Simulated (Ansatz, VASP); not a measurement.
## One calculation of TiO2, two programs

```
Ti O
1.0
     2.70603   -2.70666    0.00000
     2.70603    2.70666    0.00000
    -2.63353    0.00000    4.79664
Ti O
2 4
Cartesian
  0.7011 -1.9842 3.5864
  2.0043 1.9410 1.2638
  0.6819 0.6844 0.8025
  2.0561 -0.6519 4.0195
  3.4185 0.6373 1.6603
  -0.5982 -0.6672 3.2188
```

Change from the starting cell: atoms moved at random, drawn with an rms of 0.05 Å.

Alike in both runs: task single point; functional PBE; k mesh 8 × 8 × 6; occupations fermi-dirac, width 0.05 eV; no spin polarisation.

|  | VASP | Ansatz |
| --- | --- | --- |
| version | VASP 6.6.1 | Ansatz 0.2.0 |
| potentials or method | VASP PAW PBE potentials, release 64 (Ti_sv, O) | Ansatz PAW |
| plane-wave cutoff (eV) | 520 | 420 |
| valence electrons in the cell | 48 | 48 |

VASP gave:

- gap on the k mesh at the Fermi level (eV): 2.11
- least direct gap on the mesh (eV): 2.40
- pressure (GPa): 0.8
- largest component of the traceless stress (GPa): 3.71
- rms of the force components (eV/Å): 0.380

Estimate Ansatz's values.

gap on the k mesh at the Fermi level (eV): 2.14; least direct gap on the mesh (eV): 2.42; pressure (GPa): 0.1; largest component of the traceless stress (GPa): 3.70; rms of the force components (eV/Å): 0.367.

Atom by atom the forces differ by 0.022 eV/Å (rms over components).

Caveats: the pressure holds a Pulay correction of +0.7 GPa for the finite cutoff (Ansatz). A k mesh can miss the band edges.
